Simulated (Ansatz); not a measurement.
Crystal: FeO (Wuestite).

```
CELL_PARAMETERS angstrom
0.00000 2.15540 2.15540
2.15540 0.00000 2.15540
2.15540 2.15540 0.00000
ATOMIC_POSITIONS crystal
Fe 0.00000 0.00000 0.00000
O 0.50000 0.50000 0.50000
```

- Program: Ansatz 0.2.0
- Task: relaxation of cell and atoms
- Functional: RPBE
- Potentials or basis: Ansatz PAW
- Cutoff: 420 eV (not typed: the program's choice for these potentials)
- k mesh: 11 × 11 × 11
- Occupations: fermi-dirac, width 0.05 eV
- Spin: collinear spin, ferromagnetic start
- Starting moments: [3.0, 0.0] μB

At the start: volume 10.01 Å³/atom.

Question: Where does the relaxation end?

Answer: It ends after 7 steps and the volume is 10.32 Å³/atom (+3.0 %); space group Fm-3m (No. 225, to 0.05 Å); moment 4.00 μB per cell.

Step by step:
```
step  energy change (eV)  largest force (eV/Å)  volume (Å³)
   1              0.0000                0.0000        20.03
   2             -0.0068                0.0000        20.39
   3             -0.0074                0.0000        20.60
   4             -0.0074                0.0000        20.61
   5             -0.0099                0.0000        20.61
   6             -0.0098                0.0000        20.63
   7             -0.0099                0.0000        20.63
```

Final structure:
```
Fe O
1.0
     0.00000    2.17694    2.17694
     2.17694    0.00000    2.17694
     2.17694    2.17694    0.00000
Fe O
1 1
Direct
  0.00000 0.00000 0.00000
  0.50000 0.50000 0.50000
```

Caveat: the plane-wave basis is chosen anew once the cell has moved, so the energies of steps on either side of that aren't comparable; the pressure holds a Pulay correction of +0.6 GPa for the finite cutoff; a cell with one magnetic atom can't hold antiferromagnetic order, which such compounds often take; the PAW data sets come from PBE, with cores solved anew for the run's functional, which leaves a small shift of forces and pressure.
